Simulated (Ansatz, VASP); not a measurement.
## One calculation of Rb, two programs

Contents of INCAR:

```
ALGO = Normal ; EDIFF = 1E-7
ENCUT = 520 ; GGA = PE
ISIF = 2 ; ISMEAR = -1
LASPH = True ; LCHARG = False
LREAL = False ; LWAVE = False
NBANDS = 10 ; NELM = 100
PREC = Accurate ; SIGMA = 0.05
```

The input KPOINTS:

```
k-points
0
Gamma
  6 6 6
```

Contents of POSCAR:

```
Rb
1.0
    0.0000000000      3.6154551778      3.6154551778
    3.6154551778      0.0000000000      3.6154551778
    3.6154551778      3.6154551778      0.0000000000
Rb
1
Direct
    0.0000000000      0.0000000000      0.0000000000
```

input.yaml

```yaml
crystal:
  lattice:
    - [0.0, 3.6154551778, 3.6154551778]
    - [3.6154551778, 0.0, 3.6154551778]
    - [3.6154551778, 3.6154551778, 0.0]
  atoms:
    - { symbol: Rb, position: [0.0, 0.0, 0.0] }
hamiltonian:
  xc: pbe
  pseudopotentials: { kind: paw }
kpoints:
  mp_grid: { grid: [6, 6, 6] }
scf:
  occupations: { method: fermi_dirac, width: 0.05 }
output:
  forces: true
  stress: true
  eigenvalues: true
  write_density: true
  write_potential: true
  elf: true
  volumetric_format: npy
```

Change from the starting cell: volume scaled by 0.98.

Alike in both runs: task single point; functional PBE; k mesh 6 × 6 × 6; occupations fermi-dirac, width 0.05 eV; no spin polarisation.

|  | VASP | Ansatz |
| --- | --- | --- |
| version | VASP 6.6.1 | Ansatz 0.2.0 |
| potentials or method | VASP PAW PBE potentials, release 64 (Rb_sv) | Ansatz PAW |
| plane-wave cutoff (eV) | 520 | 420 |
| valence electrons in the cell | 9 | 9 |

```tsv
	VASP	Ansatz	Ansatz less VASP
gap on the k mesh at the Fermi level (eV)	none	none	-
pressure (GPa)	-0.1	-0.1	0.00
```

A gap of «none» marks a metal or a gap that the smearing closes. The functional is the same, so the differences come from potentials, cutoffs and numerics.
